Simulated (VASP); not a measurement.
# Ni in VASP: a series of runs, part 3 of 3

VASP 6.6.1. The steps go on from the part before.

## Step 4: Work function, PBEsol, collinear spin, ferromagnetic start

Input file INCAR:

```
SYSTEM = Ni
  PREC = Accurate
  ENCUT = 520
  EDIFF = 1E-6
  ISMEAR = 0
  SIGMA = 0.5
  LREAL = .FALSE.
  LASPH = .TRUE.
  NELM = 150
  ALGO = Normal
  ISIF = 2
  LWAVE = .FALSE.
  LCHARG = .FALSE.
  ISPIN = 2
  MAGMOM = 0.8 0.8 0.8 0.8 0.8 0.8 0.8
  LORBIT = 11
  LMAXMIX = 4
  LDIPOL = .TRUE.
  IDIPOL = 3
  DIPOL = 0.5 0.5 0.500
  GGA = PS
  LVHAR = .TRUE.
  LVACPOTAV = .TRUE.
```

Input file KPOINTS:

```
Automatic mesh
0
G
  16 16 1
  0 0 0
```

Input file POSCAR:

```
Ni
1.0
    2.4890158700      0.0000000000      0.0000000000
    1.2445079350      2.1555509740      0.0000000000
    0.0000000000      0.0000000000     28.1936376838
Ni
7
Direct
    0.0000000000      0.0000000000      0.2837519617
    0.3333333333      0.3333333333      0.3558346411
   -0.3333333333      0.6666666667      0.4279173206
    0.0000000000      0.0000000000      0.5000000000
    0.3333333333      0.3333333333      0.5720826794
   -0.3333333333      0.6666666667      0.6441653589
    0.0000000000      0.0000000000      0.7162480383
```

Potentials or basis: VASP PAW PBE potentials, release 64 (Ni).

Started as:

```sh
> cat potpaw_PBE.64/Ni/POTCAR > POTCAR
> mpirun -np 1 vasp_std > vasp.out
```

OUTCAR:

```text
SYSTEM = Ni
   PREC = Accurate
   ENCUT = 520
   EDIFF = 1E-6
   ISMEAR = 0
   LREAL = .FALSE.
   LASPH = .TRUE.
   NELM = 150
   ISIF = 2
   ISPIN = 2
   LORBIT = 11
   GGA = PS

 ion  position               nearest neighbor table
   1  0.000  0.000  0.284-   2 2.49   2 2.49   2 2.49
   2  0.333  0.333  0.356-   1 2.49   1 2.49   1 2.49   3 2.49   3 2.49   3 2.49
   3  0.667  0.667  0.428-   4 2.49   4 2.49   4 2.49   2 2.49   2 2.49   2 2.49
   4  0.000  0.000  0.500-   3 2.49   5 2.49   3 2.49   5 2.49   5 2.49   3 2.49
   5  0.333  0.333  0.572-   4 2.49   4 2.49   4 2.49   6 2.49   6 2.49   6 2.49
   6  0.667  0.667  0.644-   7 2.49   7 2.49   7 2.49   5 2.49   5 2.49   5 2.49
   7  0.000  0.000  0.716-   6 2.49   6 2.49   6 2.49

  LATTYP: Found a hexagonal cell.
 ALAT       =     2.4890158701
 C/A-ratio  =    11.3272229487

  Lattice vectors:

 A1 = (  -1.2445079350,  -2.1555509740,   0.0000000000)
 A2 = (   2.4890158700,   0.0000000000,   0.0000000000)
 A3 = (   0.0000000000,   0.0000000000,  28.1936376838)

Analysis of symmetry for initial positions (statically):
=====================================================================
 Subroutine PRICEL returns:
 Original cell was already a primitive cell.

 Routine SETGRP: Setting up the symmetry group for a
 hexagonal supercell.

 Subroutine GETGRP returns: Found 12 space group operations
 (whereof 12 operations were pure point group operations)
 out of a pool of 24 trial point group operations.

The static configuration has the point symmetry D_3d.

Analysis of symmetry for dynamics (positions and initial velocities):
=====================================================================
 Subroutine PRICEL returns:
 Original cell was already a primitive cell.

 Routine SETGRP: Setting up the symmetry group for a
 hexagonal supercell.

 Subroutine GETGRP returns: Found 12 space group operations
 (whereof 12 operations were pure point group operations)
 out of a pool of 24 trial point group operations.

The dynamic configuration has the point symmetry D_3d.

Analysis of structural, dynamic, and magnetic symmetry:
=====================================================================
 Subroutine PRICEL returns:
 Original cell was already a primitive cell.

 Routine SETGRP: Setting up the symmetry group for a
 hexagonal supercell.

 Subroutine GETGRP returns: Found 12 space group operations
 (whereof 12 operations were pure point group operations)
 out of a pool of 24 trial point group operations.

The overall configuration has the point symmetry D_3d.

 Subroutine INISYM returns: Found 12 space group operations
 (whereof 12 operations are pure point group operations),
 and found     1 'primitive' translations

----------------------------------------------------------------------------------------

                                     Primitive cell

  volume of cell :     151.2645

[... 104 lines left out ...]
   ISIF   =      2    stress and relaxation
   ISYM   =      2    0-nonsym 1-usesym 2-fastsym
   POTIM  = 0.5000    time-step for ionic-motion
   TEBEG  =    0.0;   TEEND  =   0.0 temperature during run
   PSTRESS=    0.0 pullay stress
   NELECT =      70.0000    total number of electrons
   NUPDOWN=      -1.0000    fix difference up-down
   EMIN   =  10.00;   EMAX   =-10.00  energy-range for DOS
   EFERMI =   0.00;   METHOD = LEGACY
   ISMEAR =     0;   SIGMA  =   0.50  broadening in eV -4-tet -1-fermi 0-gaus
   EFERMI_NEDOS =   21; number of points for ismear=-14 and -15
   IALGO  =     38    algorithm
   IMIX   =      4    mixing-type and parameters
     AMIX     =   0.40;   BMIX     =  1.00
     AMIX_MAG =   1.60;   BMIX_MAG =  1.00
  volume/ion in A,a.u.               =      21.61       145.83
  Fermi-wavevector in a.u.,A,eV,Ry     =   1.266276  2.392915 21.816339  1.603456
  Thomas-Fermi vector in A             =   2.399486
   LORBIT       =     11    0 simple, 1 ext, 2 COOP (PROOUT), +10 PAW based schemes
   GGA     = PS    functional components
   LHFCALC =     F    Hartree Fock is set to
   AEXX    =    0.0000 exact exchange contribution
   IVDW    =     0    specifies the selected vdW correction
   LEPSILON=     F    determine dielectric tensor
   LRPA    =     F    only Hartree local field effects (RPA)
 spin polarized calculation
 Gauss-broadening in eV      SIGMA  =   0.50
  energy-cutoff  :      520.00
  volume of cell :      151.26
 maximum number of plane-waves:      4126
   NGX =  9   NGY =  9   NGZ =105

 dipolmoment           0.000000      0.000000      0.000000 electrons x Angstroem

 number of electron      70.0000024 magnetization       3.5904957

 dipolmoment           0.000000      0.000000     -0.000000 electrons x Angstroem

 Free energy of the ion-electron system (eV)
  ---------------------------------------------------
  ext. energy  EPLUGINS =         0.00000000
  ---------------------------------------------------
  free energy    TOTEN  =       -42.04100831 eV

  energy without entropy =      -40.51340196  energy(sigma->0) =      -41.27720513

 E-fermi :   2.0920     XC(G=0):  -7.4343

 val. band max:        2.0913322944   @ k =   0.1250   0.0625   0.0000
 cond. band min:       2.1050634245   @ k =   0.4375   0.1250   0.0000
 fundamental gap:      0.0137311301
 Fermi energy:         2.0919920729

 spin component 1

 k-point     1 :       0.0000    0.0000    0.0000
  band No.  band energies     occupation
      1      -6.7568      1.00000
      2      -6.2457      1.00000
      3      -5.4339      1.00000
      4      -4.4360      1.00000
      5      -3.4639      1.00000
      6      -2.8632      1.00000
[... 1141 lines left out ...]
     44      10.4561      0.00000
     45      10.9892      0.00000

 [... further k-points ...]

 spin component 2

 k-point     1 :       0.0000    0.0000    0.0000
  band No.  band energies     occupation
      1      -6.7601      1.00000
      2      -6.2477      1.00000
      3      -5.4313      1.00000
      4      -4.4135      1.00000
      5      -3.3775      1.00000
      6      -2.6479      1.00000
[... 1141 lines left out ...]
     44      10.5590      0.00000
     45      11.1197      0.00000

 [... further k-points ...]

------------------------ aborting loop because EDIFF is reached ----------------------------------------

  FORCE on cell =-STRESS in cart. coord.  units (eV):
  Direction    XX          YY          ZZ          XY          YZ          ZX
  --------------------------------------------------------------------------------------
  -------------------------------------------------------------------------------------
  Total       -5.7628097     -5.7628097     -4.1977784      0.0000000      0.0000000      0.0000000
  in kB      -61.0390520    -61.0390520    -44.4624113      0.0000000      0.0000000      0.0000000
  external PRESSURE =     -55.5135051 kB  Pullay stress =       0.0000000 kB

 VOLUME and BASIS-vectors are now :
 -----------------------------------------------------------------------------
  energy-cutoff  :      520.00
  volume of cell :      151.26
      direct lattice vectors                 reciprocal lattice vectors
     2.489015870  0.000000000  0.000000000     0.401765217 -0.231959256  0.000000000
     1.244507935  2.155550974  0.000000000     0.000000000  0.463918512  0.000000000
     0.000000000  0.000000000 28.193637684     0.000000000  0.000000000  0.035468995

 POSITION                                       TOTAL-FORCE (eV/Angst)
 -----------------------------------------------------------------------------------
      0.00000      0.00000      8.00000        -0.000000      0.000000      0.433798
      1.24451      0.71852     10.03227         0.000000      0.000000     -0.131469
      2.48902      1.43703     12.06455        -0.000000      0.000000     -0.007097
      0.00000      0.00000     14.09682        -0.000000      0.000000      0.000000
      1.24451      0.71852     16.12909         0.000000     -0.000000      0.007097
      2.48902      1.43703     18.16136        -0.000000     -0.000000      0.131469
      0.00000      0.00000     20.19364        -0.000000      0.000000     -0.433798
 -----------------------------------------------------------------------------------
    total drift:                               -0.000000      0.000000     -0.000000

  FREE ENERGIE OF THE ION-ELECTRON SYSTEM (eV)
  ---------------------------------------------------
  free  energy   TOTEN  =       -42.0410083078 eV

  energy  without entropy=      -40.5134019570  energy(sigma->0) =      -41.27720513

 vacuum level on the upper side and lower side of the slab         7.278         7.278

 total charge

# of ion       s       p       d       tot
------------------------------------------
    1        0.491   0.384   8.297   9.172
    2        0.495   0.497   8.310   9.302
    3        0.499   0.500   8.311   9.310
    4        0.499   0.501   8.311   9.310
    5        0.499   0.500   8.311   9.310
    6        0.495   0.497   8.310   9.302
    7        0.491   0.384   8.297   9.172
--------------------------------------------------
tot          3.469   3.262  58.147  64.878

 magnetization (x)

# of ion       s       p       d       tot
------------------------------------------
    1       -0.004  -0.016   0.591   0.570
    2       -0.005  -0.018   0.562   0.539
    3       -0.005  -0.017   0.500   0.479
    4       -0.005  -0.017   0.492   0.470
    5       -0.005  -0.017   0.500   0.479
    6       -0.005  -0.018   0.562   0.539
    7       -0.004  -0.016   0.591   0.570
--------------------------------------------------
tot         -0.032  -0.119   3.798   3.647
```

Run time: 19 min. Hardware: 1 thread of Intel Xeon 6975P-C (Granite Rapids), shared host; peak memory 0.5 GiB.

Results:

* Free energy: -42.0410 eV
* Largest force: 0.434 eV/Å
* Band gap on the k mesh: none (metal or under the smearing width)
* Net moment: 3.59 μB per cell
* Site moments: Ni +0.57, +0.54, +0.48, +0.47 μB
* Valence electrons inside the program's atomic spheres: Ni 9.17, 9.30, 9.31
* Work function of the upper face: 5.19 eV
* Work function of the lower face: 5.19 eV

Forces in eV/Å, atoms in the order of the input:
```
Ni   0.000  0.000  0.434
Ni   0.000  0.000 -0.131
Ni   0.000  0.000 -0.007
Ni   0.000  0.000  0.000
Ni   0.000  0.000  0.007
Ni   0.000  0.000  0.131
Ni   0.000  0.000 -0.434
```

Caveat: the PAW data sets were made with another functional, which shifts forces and pressure a little.

## Step 5: The runs side by side

| cutoff (eV) | smearing | gap on the mesh (eV) | moment (μB) | largest force (eV/Å) | work function (eV) |
| --- | --- | --- | --- | --- | --- |
| 300 | methfessel-paxton 0.1 eV | none | 4.29 | 0.49 | 5.16 |
| 700 | methfessel-paxton 0.1 eV | none | 4.28 | 0.49 | 5.16 |
| 520 | gaussian 0.5 eV | none | 3.59 | 0.43 | 5.19 |

Alike in all rows: task work function; level PBEsol; potentials or basis VASP PAW PBE potentials, release 64 (Ni); spin collinear, ferromagnetic start; cell as given; k mesh 16 × 16 × 1.

Every run on the cell as given and a fine mesh finds a metal.

Caveats: the PAW data sets were made with another functional, which shifts forces and pressure a little; the cutoff is under 1.25 times the usual one of these potentials, so pressure, stress and relaxed cells hold a basis-set (Pulay) error (some runs).

Absolute energies hang on the potentials; compare differences alone.
